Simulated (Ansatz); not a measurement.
**TiO$_{2}$: short dynamics, then relaxation**

A packing of 18 atoms, thrown in at random and pushed apart as soft spheres with like charges further apart (12 O, 6 Ti) went through Langevin stages in a fixed cell of 12.00 Å³/atom, at one k point, without spin and with a Fermi–Dirac width of kT (0.05 eV at least). All numbers below come from DFT PBE, scalar-relativistic, plane waves, PAW in Ansatz.

```tsv
thermostat (K)	duration (fs)	friction (1/fs)	cutoff (eV)	mean T (K)	mean P (GPa)	mean square displacement (Å²)
3400	48	0.030	320	5024	18.6	0.58
3400	500	0.030	420	3230	13.4	2.77
2450	500	0.030	420	2512	6.9	0.66
1360	500	0.030	420	1207	6.1	0.51
300	500	0.030	420	312	3.5	0.07
```

Means run over the second half of a stage; pressure includes the kinetic part; displacements count from the stage's start, the atoms' common shift taken off. In so short a run the atoms moved about a bond length or less in the hot stages, so this is an annealed packing, not a quenched equilibrium liquid.

Cell and atoms were then relaxed on coarser meshes and computed once more: Cutoff 420 eV; k points 4×4×4 on the computed 18-atom cell (Γ-centred); Gaussian smearing, width 0.02 eV; no spin polarisation.

Question: What structure is left?

Answer: One draw of many: 12.39 Å³/atom with a gap on the mesh of 2.53 eV, 2.95 eV/atom below the elements' standard states (static lattices, no corrections for gases) (a random packing after short dynamics, relaxed).

Counting as bonded all pairs within 1.2 times the summed covalent radii, but none from a metal cation to another cation:

```
atom → neighbour mean count mean length (Å) spread (Å)
          O → Ti        2.92             1.98        0.13
          Ti → O        5.83             1.98        0.13
```

Angles between all pairs of such bonds at an atom (mean ± spread): 115 ± 23° at O, 104 ± 28° at Ti.

```
Ti O
1.0
     5.68485   -0.05081   -0.25995
    -0.04484    6.20871   -0.05598
    -0.24627   -0.05552    6.32996
Ti O
6 12
Direct
  0.92120 0.07854 0.87096
  0.51863 0.77814 0.64452
  0.98198 0.51566 0.67607
  0.70073 0.44360 0.23590
  0.13559 0.17569 0.34155
  0.50386 0.97612 0.13132
  0.86775 0.80188 0.72075
  0.41121 0.28812 0.21418
  0.06689 0.18129 0.63495
  0.03411 0.46383 0.36259
  0.81210 0.11850 0.22100
  0.28406 0.62435 0.74700
  0.56921 0.02759 0.84914
  0.16444 0.98827 0.06255
  0.65196 0.52018 0.51712
  0.38750 0.93930 0.42867
  0.61596 0.70213 0.12673
  0.87380 0.38453 0.91825
```

Cost: 6 runs of about 9.5 core-minutes in all (earlier runs that led there not counted), on AMD EPYC 9R45 (Zen 5) (shared hosts).